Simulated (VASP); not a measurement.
Here is a VASP 6.6.1 calculation.

File INCAR:

```
PREC     = Accurate       # precision mode
ENCUT    = 600            # plane-wave cutoff, eV
EDIFF    = 1E-6           # SCF threshold, eV
ISMEAR   = -1             # smearing method
SIGMA    = 0.05           # smearing width, eV
LREAL    = False          # projectors in reciprocal space
LASPH    = True           # aspherical terms in the spheres
NELM     = 120            # most SCF steps
ALGO     = Normal         # electronic algorithm
ISIF     = 3              # what is computed and relaxed
LWAVE    = False          # write WAVECAR
LCHARG   = False          # write CHGCAR
ISPIN    = 2              # spin polarisation
MAGMOM   = 4 0            # initial moments
LORBIT   = 11             # projections on sites
LMAXMIX  = 4              # l up to which the mixer works
GGA      = PE             # functional
IVDW     = 12             # dispersion correction
IBRION   = 2              # ionic algorithm
NSW      = 40             # ionic steps
EDIFFG   = -0.01          # ionic threshold
```

The input KPOINTS:

```
regular mesh
0
Gamma
  8 8 8
```

POSCAR

```
MnO
1.0
    0.0000000000      2.2239077028      2.2239077028
    2.2239077028      0.0000000000      2.2239077028
    2.2239077028      2.2239077028      0.0000000000
Mn O
1 1
Direct
    0.0000000000      0.0000000000      0.0000000000
    0.5000000000      0.5000000000      0.5000000000
```

Potentials or basis: VASP PAW PBE potentials, release 64 (Mn_pv, O).

Run with:

```sh
$ cat potpaw_PBE.64/Mn_pv/POTCAR potpaw_PBE.64/O/POTCAR > POTCAR
$ mpirun -np 1 vasp_std > vasp.out
```

Task: What does it give for the relaxed volume?

Result: 11.04 Å³/atom.

Task: Estimate the relaxed cell.

Result: a = 3.149 Å, b = 3.149 Å, c = 3.149 Å, α = 60.00°, β = 60.00°, γ = 60.00°.

Task: Estimate the space group after relaxing (to 0.05 Å).

Result: Fm-3m (No. 225).

Task: Predict the dispersion energy per atom.

Result: -0.306 eV.

Final structure:
```yaml
crystal:
  lattice:
    - [0.00000, 2.22679, 2.22679]
    - [2.22679, 0.00000, 2.22679]
    - [2.22679, 2.22679, 0.00000]
  atoms:
    - { symbol: Mn, position: [0.00000, 0.00000, 0.00000] }
    - { symbol: O, position: [0.50000, 0.50000, 0.50000] }
```

Caveat: a cell with one magnetic atom can't hold antiferromagnetic order, which such compounds often take; pairwise dispersion overbinds metals, which lowers pressure and volume.
